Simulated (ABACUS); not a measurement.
Write an ASE script for ABACUS 3.10.1 that does the following.

```
Task                                          : single point
Functional                                    : r2SCAN
Potentials or basis                           : SG15 ONCV 1.2 PBE
Cutoff                                        : 1401 eV
Density cutoff                                : 5606 eV
Basis                                         : DZP LCAO (the cutoffs set its grid)
k mesh                                        : 5 × 5 × 5
Occupations                                   : fermi-dirac, width 0.05 eV
Spin                                          : no spin polarisation
Orbital files                                 : Te Te_confined-atom_8au_2s2p2d.orb, Cd Cd_confined-atom_7au_3s2p2d1f.orb
Radial cutoff of the potentials (pseudo_rcut) : 10 bohr
SCF threshold on the density                  : 1e-07
Max SCF steps                                 : 100
Eigensolver                                   : genelpa
Mixing                                        : broyden
Mixing share                                  : 0.7
Symmetry key                                  : 1
Bands                                         : 28
```

The structure of CdTe lies in CdTe.xyz:

```xyz
2
Lattice="0.0000000000 3.2050000000 3.2050000000 3.2050000000 0.0000000000 3.2050000000 3.2050000000 3.2050000000 0.0000000000" Properties=species:S:1:pos:R:3 pbc="T T T"
Te     4.8075000000      4.8075000000      4.8075000000
Cd     0.0000000000      0.0000000000      0.0000000000
```

These files were run (other wordings do the same):

run_abacus.py

```python
"""ABACUS run from a structure file: ASE reads it, the script writes STRU, KPT and INPUT."""
import re
import subprocess
from ase.io import read
from ase.units import Bohr

atoms = read("CdTe.xyz")
atoms = atoms[(-atoms.numbers).argsort(kind="stable")]  # ABACUS lists atoms element by element
pseudo = {'Te': 'Te_ONCV_PBE-1.2.upf', 'Cd': 'Cd_ONCV_PBE-1.2.upf'}
orbital = {'Te': 'Te_confined-atom_8au_2s2p2d.orb', 'Cd': 'Cd_confined-atom_7au_3s2p2d1f.orb'}
magmoms = None
kmesh = [5, 5, 5]
params = {
    'suffix': 'CdTe',
    'calculation': 'scf',
    'basis_type': 'lcao',
    'pseudo_dir': './',
    'orbital_dir': './',
    'symmetry': 1,
    'dft_functional': 'MGGA_X_R2SCAN+MGGA_C_R2SCAN',
    'ecutwfc': 103,
    'pseudo_rcut': 10,
    'nspin': 1,
    'nbands': 28,
    'ks_solver': 'genelpa',
    'smearing_method': 'fd',
    'smearing_sigma': 0.00367493,
    'scf_thr': 1e-07,
    'scf_nmax': 100,
    'mixing_type': 'broyden',
    'mixing_beta': 0.7,
    'cal_force': 1,
    'cal_stress': 1,
    'mixing_tau': 1,
    'out_mul': 1,
    'out_chg': 1,
}

symbols = atoms.get_chemical_symbols()
elements = list(dict.fromkeys(symbols))
lines = ["ATOMIC_SPECIES"] + [f"{e} {atoms.get_masses()[symbols.index(e)]:.4f} {pseudo[e]}" for e in elements]
if orbital:
    lines += ["", "NUMERICAL_ORBITAL"] + [orbital[e] for e in elements]
lines += ["", "LATTICE_CONSTANT", f"{1 / Bohr:.10f}", "", "LATTICE_VECTORS"]
lines += [" ".join(f"{x:.10f}" for x in v) for v in atoms.cell]
lines += ["", "ATOMIC_POSITIONS", "Direct"]
for e in elements:
    lines += ["", e, "0.0", str(symbols.count(e))]
    for i, p in enumerate(atoms.get_scaled_positions(wrap=False)):
        if symbols[i] == e:
            mag = "" if magmoms is None else " mag " + " ".join(str(x) for x in (magmoms[i] if isinstance(magmoms[i], list) else [magmoms[i]]))
            lines.append(" ".join(f"{x:.10f}" for x in p) + " 1 1 1" + mag)
open("STRU", "w").write("\n".join(lines) + "\n")
open("KPT", "w").write("K_POINTS\n0\nGamma\n%d %d %d 0 0 0\n" % tuple(kmesh))
open("INPUT", "w").write("INPUT_PARAMETERS\n" + "".join(f"{k:<20s}{v}\n" for k, v in params.items()))

done = subprocess.run(['mpirun', '-np', '4', 'abacus'])
if done.returncode:
    raise SystemExit(done.returncode)
log = open("OUT.CdTe/running_scf.log").read()
print("final energy (eV):", re.findall(r"FINAL_ETOT_IS (\S+)", log))
```

Potentials or basis: SG15 ONCV 1.2 PBE, DZP LCAO (the cutoffs set its grid).

The run is started by

```console
$ OMP_NUM_THREADS=1 python run_abacus.py > log
```

It gave:

```yaml
Pressure: 3.2 GPa
Band_gap_on_the_k_mesh: 1.27 eV, direct
Mulliken_charges: Te -0.47; Cd +0.47 e
```

Caveat: the atomic orbitals were generated for these runs and aren't a published set; Mulliken charges move with the basis; the potentials were made for another functional, which shifts forces and pressure; spin-orbit coupling is left out, which moves the levels of the heavy elements; the basis of atomic orbitals isn't converged, which shifts pressures, moduli and gaps.

It took 36 s on 4 MPI ranks on AMD EPYC 7R43 64-Core Processor (Zen 3), with other jobs on the host, peak memory 0.52 GiB a rank.
